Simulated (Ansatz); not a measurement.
The structure below was relaxed with Ansatz (a first-principles code), r2SCAN, PAW, cutoff 500 eV, no spin-orbit coupling, earlier PAW set, at pressure 75 GPa.

Space group Pm-3m (No. 221); a = 3.5159 Å, b = 3.5159 Å, c = 3.5159 Å, α = 90.00°, β = 90.00°, γ = 90.00°

```json
[
 {"atom": "La", "site": "1b", "symmetry": "m-3m", "x": "0.5000", "y": "0.5000", "z": "0.5000"},
 {"atom": "Al", "site": "1a", "symmetry": "m-3m", "x": "0.0000", "y": "0.0000", "z": "0.0000"},
 {"atom": "O", "site": "3d", "symmetry": "4/mm.m", "x": "0.0000", "y": "0.0000", "z": "0.5000"}
]
```

Q: Write out a cell with all atoms.

A: 
```xyz
5
Lattice="3.5159 0.0000 0.0000 0.0000 3.5159 0.0000 0.0000 0.0000 3.5159" Properties=species:S:1:pos:R:3 pbc="T T T"
La     1.7579     1.7579     1.7579
Al     0.0000     0.0000     0.0000
O      0.0000     1.7579     0.0000
O      1.7579     0.0000     0.0000
O      0.0000     0.0000     1.7579
```
This is the conventional cell.

Load acts through the strain it causes; cell and atoms are relaxed under it. Stability against distortions was not tested. Competing high-pressure phases were not computed. The cell was made from LaAlO3 in the cubic perovskite structure (space group Pm-3m, No. 221) by this change: pressure 75 GPa. Many cubic perovskites are stable only at high temperature; tilts and polar distortions were not tested.
